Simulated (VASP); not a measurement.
Write the native input for VASP 6.6.1 that does the following.

- Task: single point
- Functional: PBE
- Potentials or basis: VASP PAW PBE potentials, release 64 (Al, N)
- Cutoff: 520 eV
- k mesh: 14 × 14 × 14
- Occupations: gaussian, width 0.02 eV
- Spin: no spin polarisation
- Further INCAR settings: ALGO = Normal; EDIFF = 1e-07

The structure of AlN lies in POSCAR:

```
AlN
1.0
    0.0000000000      2.1839935600      2.1839935600
    2.1839935600      0.0000000000      2.1839935600
    2.1839935600      2.1839935600      0.0000000000
Al N
1 1
Direct
    0.0000000000      0.0000000000      0.0000000000
    0.7500000000      0.7500000000      0.7500000000
```

Measurements of this composition are mostly on another form, of space group No. 186.

One way to write it, as run:

INCAR

```
PREC     = Accurate       # precision mode
ENCUT    = 520            # plane-wave cutoff, eV
EDIFF    = 1E-7           # SCF threshold, eV
ISMEAR   = 0              # smearing method
SIGMA    = 0.02           # smearing width, eV
LREAL    = False          # projectors in reciprocal space
LASPH    = True           # aspherical terms in the spheres
NELM     = 60             # most SCF steps
ALGO     = Normal         # electronic algorithm
ISIF     = 2              # what is computed and relaxed
LWAVE    = False          # write WAVECAR
LCHARG   = False          # write CHGCAR
GGA      = PE             # functional
```

KPOINTS

```
regular mesh
0
Gamma
  14 14 14
```

Potentials or basis: VASP PAW PBE potentials, release 64 (Al, N).

The run is started by

```console
$ cat potpaw_PBE.64/Al/POTCAR potpaw_PBE.64/N/POTCAR > POTCAR
$ mpirun -np 1 vasp_std > vasp.out
```

Results of the run:

```
Pressure               : 4.6 GPa
Band gap on the k mesh : 3.32 eV, indirect (least direct gap 4.20 eV)
```

It took 14 s on 1 thread of Intel(R) Xeon(R) Platinum 8488C (Sapphire Rapids), on a shared host, peak memory 0.14 GiB.
